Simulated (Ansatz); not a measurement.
# BN: the cost of one run

Computed with Ansatz 0.2.0 (DFT PBE, scalar-relativistic, plane waves, PAW, unless a step's input says otherwise).

## 1. The system as given

It takes space group P6_3mc (No. 186, hexagonal). Conventional cell: a = 2.554 Å, b = 2.554 Å, c = 4.227 Å, α = 90.00°, β = 90.00°, γ = 120.00°. B (site symmetry 3m) has 4 N at 1.57 to 1.58 Å in its first shell of neighbours. Around N (site symmetry 3m) lie 4 B at 1.57 to 1.58 Å.

As a file:

```
CELL_PARAMETERS angstrom
-2.55394 0.00000 0.00000
-1.27697 -2.21178 0.00000
0.00000 0.00000 12.68056
ATOMIC_POSITIONS crystal
B 0.66667 0.66667 0.33324
B 0.66667 0.66667 0.66657
B 0.66667 0.66667 0.99991
B 0.33333 0.33333 0.16657
B 0.33333 0.33333 0.49991
B 0.33333 0.33333 0.83324
N 0.66667 0.66667 0.20843
N 0.66667 0.66667 0.54176
N 0.66667 0.66667 0.87509
N 0.33333 0.33333 0.04176
N 0.33333 0.33333 0.37509
N 0.33333 0.33333 0.70843
```

It goes back to an entry of the Materials Project, which need not be the stable form.

The cell is taken as given, not relaxed at this level.

## 2. The reference cell

The cell is repeated 3 times, 12 atoms in all. Reference values: F = -3253.4483 eV; pressure -0.04 GPa; largest force 0.016 eV/Å; gap on the mesh 5.41 eV. It was computed beforehand with the settings of the runs below.

## 3. Setting up rigid cleavage

The cut lies on the cell's a–b face, a (0 0 1) plane of area 5.65 Å², between layers 1.58 Å apart (N below, B above); the cell is 12.7 Å thick. Vector c is lengthened by d along the normal with the atoms' Cartesian places fixed: one unrelaxed cut per cell.

## 4. d = 1.00 Å

File input.yaml:

```yaml
crystal:
  lattice:
    - [-2.5539396017, 0.0, 0.0]
    - [-1.2769698008, -2.2117765748, 0.0]
    - [0.0, 0.0, 13.680565]
  atoms:
    - { symbol: B, position: [0.6666666667, 0.6666666667, 0.2122992373] }
    - { symbol: B, position: [0.6666666667, 0.6666666667, 0.5212671052] }
    - { symbol: B, position: [0.6666666667, 0.6666666667, 0.8302349731] }
    - { symbol: B, position: [0.3333333333, 0.3333333333, 0.0578153033] }
    - { symbol: B, position: [0.3333333333, 0.3333333333, 0.3667831712] }
    - { symbol: B, position: [0.3333333333, 0.3333333333, 0.6757510392] }
    - { symbol: "N", position: [0.6666666667, 0.6666666667, 0.0966068371] }
    - { symbol: "N", position: [0.6666666667, 0.6666666667, 0.405574705] }
    - { symbol: "N", position: [0.6666666667, 0.6666666667, 0.7145425729] }
    - { symbol: "N", position: [0.3333333333, 0.3333333333, 0.8690265069] }
    - { symbol: "N", position: [0.3333333333, 0.3333333333, 0.251090771] }
    - { symbol: "N", position: [0.3333333333, 0.3333333333, 0.560058639] }
basis:
  ecutwfc: 420
kpoints:
  mp_grid: { grid: [10, 10, 2] }
hamiltonian:
  xc: pbe
scf:
  occupations: { method: gaussian, width: 0.05 }
output:
  forces: true
  stress: true
  eigenvalues: true
```

Launch:

```sh
$ ansatz run input.yaml --threads 2 --pin off --max-ram 5120MiB --backend cpu --events-out ev --progress --plain --runs-dir out
```

**Question.** How long does this run take on 2 threads of Intel Xeon 6975P-C (Granite Rapids), shared host, and how much memory does it need?

About 1.7 s, with a peak of 0.37 GiB.
